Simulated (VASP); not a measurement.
Write the native input for VASP 6.6.1 that does the following.

```
Task                   : single point
Functional             : PBE
Potentials or basis    : VASP PAW PBE potentials, release 64 (Sb)
Cutoff                 : 520 eV
k mesh                 : 8 × 8 × 8
Occupations            : fermi-dirac, width 0.05 eV
Spin                   : no spin polarisation
Dipole correction      : no
Further INCAR settings : ALGO = Fast; EDIFF = 1e-07; NBANDS = 8
```

The structure of Sb lies in POSCAR:

```
Sb
1.0
    3.2219765189      0.0000000000      0.0000000000
    0.0000000000      3.2219765189      0.0000000000
    0.0000000000      0.0000000000      3.2219765189
Sb
1
Direct
    0.0000000000      0.0000000000      0.0000000000
```

This isn't the form of Sb at room conditions, which is rhombohedral.

The cell isn't the ideal one: volume scaled by 1.06.

One way to write it, as run:

INCAR

```
PREC     = Accurate       # precision mode
ENCUT    = 520            # plane-wave cutoff, eV
EDIFF    = 1E-7           # SCF threshold, eV
ISMEAR   = -1             # smearing method
SIGMA    = 0.05           # smearing width, eV
LREAL    = F              # projectors in reciprocal space
LASPH    = T              # aspherical terms in the spheres
NELM     = 60             # most SCF steps
ALGO     = Fast           # electronic algorithm
ISIF     = 2              # what is computed and relaxed
LWAVE    = F              # write WAVECAR
LCHARG   = F              # write CHGCAR
GGA      = PE             # functional
NBANDS   = 8              # bands
```

KPOINTS

```
regular mesh
0
Gamma
  8 8 8
```

Potentials or basis: VASP PAW PBE potentials, release 64 (Sb).

Run with:

```console
$ cat potpaw_PBE.64/Sb/POTCAR > POTCAR
$ mpirun -np 1 vasp_std > vasp.out
```

It gave:

* Pressure: -4.6 GPa
* Band gap on the k mesh: none (metal or under the smearing width)

Run time: 9.5 s on 1 thread of Intel(R) Xeon(R) Platinum 8259CL CPU @ 2.50GHz (Skylake/Cascade Lake), on a shared host, peak memory 0.14 GiB.
